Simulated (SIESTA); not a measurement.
Crystal: PbS (Galena).

```xyz
2
Lattice="0.0000 2.9657 2.9657 2.9657 0.0000 2.9657 2.9657 2.9657 0.0000" Properties=species:S:1:pos:R:3 pbc="T T T"
Pb    0.0000    0.0000    0.0000
S     2.9657    2.9657    2.9657
```

Base run:

| Quantity | Value |
| --- | --- |
| Program | SIESTA 5.4.2 |
| Functional | BLYP |
| Potentials or basis | PseudoDojo 0.4 standard (PBE files) |
| Basis | DZP (energy shift 0.003 Ry; two zetas on semicore shells) |
| Grid cutoff | 500 Ry |
| Energy shift | 0.003 Ry |
| k mesh | 8 × 8 × 8 |
| Occupations | fermi-dirac, width 0.05 eV |
| Spin | no spin polarisation |

Its results: band gap on the k mesh 0.53 eV, direct; pressure 6.8 GPa.

Task: The run is repeated on the same cell with these changes: functional from BLYP to vdW-DF-cx. What comes out?

Result: Band gap on the k mesh 0.38 eV, direct; pressure 0.7 GPa.

Caveats: the potentials were made for another functional, which shifts forces and pressure; spin-orbit coupling is left out, which as a rule narrows the gap of such compounds by several tenths of an eV; the basis of atomic orbitals isn't converged, which shifts pressures, moduli and gaps.

Not every run made on this cell is shown here.
